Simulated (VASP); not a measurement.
# ZnCu (Pm-3m) in VASP: notebook

One crystal, ZnCu, is run at these levels: r2SCAN; tasks: single point.

Program: VASP 6.6.1. These are calculated values, not measurements. Logs are shortened: lines on timing, memory, paths and dates and some standing lists are left out, and cuts for length are marked.

## 1. Starting point

It takes space group Pm-3m (No. 221, cubic). Conventional cell: a = 2.945 Å, b = 2.945 Å, c = 2.945 Å, α = 90.00°, β = 90.00°, γ = 90.00°. Zn (site symmetry m-3m) is surrounded by 8 Cu at 2.55 Å. Cu (site symmetry m-3m) is surrounded by 8 Zn at 2.55 Å.

## 2. Single point, r2SCAN

INCAR reads:

```
PREC     = Accurate       # precision mode
ENCUT    = 400            # plane-wave cutoff, eV
EDIFF    = 1E-6           # SCF threshold, eV
ISMEAR   = -1             # smearing method
SIGMA    = 0.05           # smearing width, eV
LREAL    = False          # projectors in reciprocal space
LASPH    = True           # aspherical terms in the spheres
NELM     = 100            # most SCF steps
ALGO     = Normal         # electronic algorithm
ISIF     = 2              # what is computed and relaxed
LWAVE    = False          # write WAVECAR
LCHARG   = False          # write CHGCAR
METAGGA  = R2SCAN         # meta-GGA
LMIXTAU  = True         
NBANDS   = 18             # bands
ADDGRID  = False
```

KPOINTS reads:

```
Automatic mesh
0
Gamma
  7 7 7
```

POSCAR reads:

```
ZnCu
1.0
    2.9450000000      0.0000000000      0.0000000000
    0.0000000000      2.9450000000      0.0000000000
    0.0000000000      0.0000000000      2.9450000000
Zn Cu
1 1
Direct
    0.5128410000      0.4877280000      0.4845920000
   -0.0040920000      0.0326400000      0.0060300000
```

Potentials or basis: VASP PAW PBE potentials, release 64 (Zn, Cu).

The run is started by

```bash
> cat potpaw_PBE.64/Zn/POTCAR potpaw_PBE.64/Cu/POTCAR > POTCAR
> mpirun -np 1 vasp_std > vasp.out
```

OUTCAR:

```text
PREC = Accurate
   ENCUT = 400
   EDIFF = 1E-6
   ISMEAR = -1
   LREAL = False
   LASPH = True
   NELM = 100
   ISIF = 2
   METAGGA = R2SCAN

 Found    172 irreducible k-points:

 Following reciprocal coordinates:
            Coordinates               Weight
  0.000000  0.000000  0.000000      1.000000
  0.142857  0.000000  0.000000      2.000000
  0.000000  0.142857  0.000000      2.000000
  0.000000  0.000000  0.142857      2.000000
  0.285714  0.000000  0.000000      2.000000
  0.000000  0.285714  0.000000      2.000000
   k-points           NKPTS =    172   k-points in BZ     NKDIM =    172   number of bands    NBANDS=     18
   number of dos      NEDOS =    301   number of ions     NIONS =      2
   total plane-waves  NPLWV =   8000
   dimension x,y,z NGX =    20 NGY =   20 NGZ =   20
   dimension x,y,z NGXF=    40 NGYF=   40 NGZF=   40
   ions per type =               1   1
   NGX,Y,Z   is equivalent  to a cutoff of  11.29, 11.29, 11.29 a.u.
   NGXF,Y,Z  is equivalent  to a cutoff of  22.58, 22.58, 22.58 a.u.
 SYSTEM =  unknown system
   PREC   = accura    normal or accurate (medium, high low for compatibility)
   ISTART =      0    job   : 0-new  1-cont  2-samecut
   ICHARG =      2    charge: 1-file 2-atom 10-const
   ISPIN  =      1    spin polarized calculation?
   LNONCOLLINEAR =      F non collinear calculations
   LSORBIT =      F    spin-orbit coupling
   LASPH  =      T    aspherical Exc in radial PAW
   ENCUT  =  400.0 eV  29.40 Ry    5.42 a.u.   4.80  4.80  4.80*2*pi/ulx,y,z
   NELM   =    100;   NELMIN=  2; NELMDL= -5     # of ELM steps
   EDIFF  = 0.1E-05   stopping-criterion for ELM
   LREAL  =      F    real-space projection
   EDIFFG = 0.1E-04   stopping-criterion for IOM
   NSW    =      0    number of steps for IOM
   IBRION =     -1    ionic relax: 0-MD 1-quasi-New 2-CG
   NFREE  =      0    steps in history (QN), initial steepest desc. (CG)
   ISIF   =      2    stress and relaxation
   ISYM   =      2    0-nonsym 1-usesym 2-fastsym
   POTIM  = 0.5000    time-step for ionic-motion
   TEBEG  =    0.0;   TEEND  =   0.0 temperature during run
   PSTRESS=    0.0 pullay stress
   NELECT =      23.0000    total number of electrons
   NUPDOWN=      -1.0000    fix difference up-down
   EMIN   =  10.00;   EMAX   =-10.00  energy-range for DOS
   EFERMI =   0.00;   METHOD = LEGACY
   ISMEAR =    -1;   SIGMA  =   0.05  broadening in eV -4-tet -1-fermi 0-gaus
   EFERMI_NEDOS =   21; number of points for ismear=-14 and -15
   IALGO  =     38    algorithm
   IMIX   =      4    mixing-type and parameters
     AMIX     =   0.40;   BMIX     =  1.00
     AMIX_MAG =   1.60;   BMIX_MAG =  1.00
  volume/ion in A,a.u.               =      12.77        86.18
  Fermi-wavevector in a.u.,A,eV,Ry     =   1.580880  2.987429 34.003415  2.499180
  Thomas-Fermi vector in A             =   2.681040
   LORBIT       =      0    0 simple, 1 ext, 2 COOP (PROOUT), +10 PAW based schemes
   METAGGA = R2SCAN    functional components
   LHFCALC =     F    Hartree Fock is set to
   AEXX    =    0.0000 exact exchange contribution
   IVDW    =     0    specifies the selected vdW correction
   LEPSILON=     F    determine dielectric tensor
   LRPA    =     F    only Hartree local field effects (RPA)
 non-spin polarized calculation
  energy-cutoff  :      400.00
  volume of cell :       25.54
 maximum number of plane-waves:       474
   NGX =  9   NGY =  9   NGZ =  9

 number of electron      23.0000031 magnetization

 Free energy of the ion-electron system (eV)
  ---------------------------------------------------
  ext. energy  EPLUGINS =         0.00000000
  ---------------------------------------------------
  free energy    TOTEN  =       -19.90006051 eV

  energy without entropy =      -19.89489883  energy(sigma->0) =      -19.89747967

 E-fermi :   5.5291     XC(G=0): -13.5170

 val. band max:        5.5015715951   @ k =  -0.2857   0.4286   0.2857
 cond. band min:       5.5974225134   @ k =   0.2857   0.0000   0.0000
 fundamental gap:      0.0958509184
 Fermi energy:         5.5291366658

 k-point     1 :       0.0000    0.0000    0.0000
  band No.  band energies     occupation
      1      -5.3898      2.00000
      2      -2.8106      2.00000
      3      -2.7978      2.00000
      4      -2.0892      2.00000
      5      -2.0646      2.00000
      6      -2.0620      2.00000
[... 10 lines left out ...]
     17      18.4219      0.00000
     18      29.8667      0.00000

 k-point     2 :       0.1429    0.0000    0.0000
  band No.  band energies     occupation
      1      -5.0068      2.00000
      2      -2.7614      2.00000
      3      -2.7270      2.00000
      4      -2.1188      2.00000
      5      -2.0971      2.00000
      6      -2.0538      2.00000
[... 10 lines left out ...]
     17      21.0563      0.00000
     18      26.8987      0.00000

 k-point     3 :       0.0000    0.1429    0.0000
  band No.  band energies     occupation
      1      -5.0082      2.00000
      2      -2.7693      2.00000
      3      -2.7182      2.00000
      4      -2.1088      2.00000
      5      -2.0980      2.00000
      6      -2.0608      2.00000
[... 10 lines left out ...]
     17      20.9802      0.00000
     18      26.9071      0.00000

 k-point     4 :       0.0000    0.0000    0.1429
  band No.  band energies     occupation
      1      -5.0069      2.00000
      2      -2.7627      2.00000
      3      -2.7256      2.00000
      4      -2.1175      2.00000
      5      -2.0980      2.00000
      6      -2.0540      2.00000
[... 10 lines left out ...]
     17      21.0488      0.00000
     18      26.9008      0.00000

 k-point     5 :       0.2857    0.0000    0.0000
  band No.  band energies     occupation
      1      -3.9357      2.00000
      2      -2.6693      2.00000
      3      -2.4863      2.00000
      4      -2.1885      2.00000
      5      -2.1743      2.00000
      6      -2.0255      2.00000
[... 10 lines left out ...]
     17      23.1774      0.00000
     18      23.2830      0.00000

 k-point     6 :       0.0000    0.2857    0.0000
  band No.  band energies     occupation
      1      -3.9436      2.00000
      2      -2.6743      2.00000
      3      -2.4761      2.00000
      4      -2.1780      2.00000
      5      -2.1725      2.00000
      6      -2.0309      2.00000
[... 10 lines left out ...]
     17      23.1874      0.00000
     18      23.2158      0.00000

 [... further k-points ...]

------------------------ aborting loop because EDIFF is reached ----------------------------------------

  FORCE on cell =-STRESS in cart. coord.  units (eV):
  Direction    XX          YY          ZZ          XY          YZ          ZX
  --------------------------------------------------------------------------------------
  -------------------------------------------------------------------------------------
  Total       -0.3692717     -0.5070139     -0.3720386     -0.1189050      0.1489172     -0.0603611
  in kB      -23.1633141    -31.8034703    -23.3368734     -7.4585563      9.3411332     -3.7862713
  external PRESSURE =     -26.1012193 kB  Pullay stress =       0.0000000 kB

 VOLUME and BASIS-vectors are now :
 -----------------------------------------------------------------------------
  energy-cutoff  :      400.00
  volume of cell :       25.54
      direct lattice vectors                 reciprocal lattice vectors
     2.945000000  0.000000000  0.000000000     0.339558574  0.000000000  0.000000000
     0.000000000  2.945000000  0.000000000     0.000000000  0.339558574  0.000000000
     0.000000000  0.000000000  2.945000000     0.000000000  0.000000000  0.339558574

 POSITION                                       TOTAL-FORCE (eV/Angst)
 -----------------------------------------------------------------------------------
      1.51032      1.43636      1.42712        -0.253215      0.616611      0.325767
      2.93295      0.09612      0.01776         0.253215     -0.616611     -0.325767
 -----------------------------------------------------------------------------------
    total drift:                                0.008702     -0.015533      0.011128

  FREE ENERGIE OF THE ION-ELECTRON SYSTEM (eV)
  ---------------------------------------------------
  free  energy   TOTEN  =       -19.9000605050 eV

  energy  without entropy=      -19.8948988291  energy(sigma->0) =      -19.89747967
```

It took 3.4 min on 1 thread of Intel Xeon Platinum 8259CL at 2.50GHz (Skylake/Cascade Lake), shared host; peak memory 0.17 GiB.

The run converged, but some of its settings lie outside the range that counts as converged, so its numbers aren't taken as properties of the crystal.

What came out:

```yaml
Free_energy: -19.9001 eV
Pressure: -2.6 GPa
Largest_force: 0.742 eV/Å
Band_gap_on_the_k_mesh: none (metal or under the smearing width)
```

Caveat: the PAW data sets were made with another functional, which shifts forces and pressure a little.

(Part 1 of 2 ends here.)
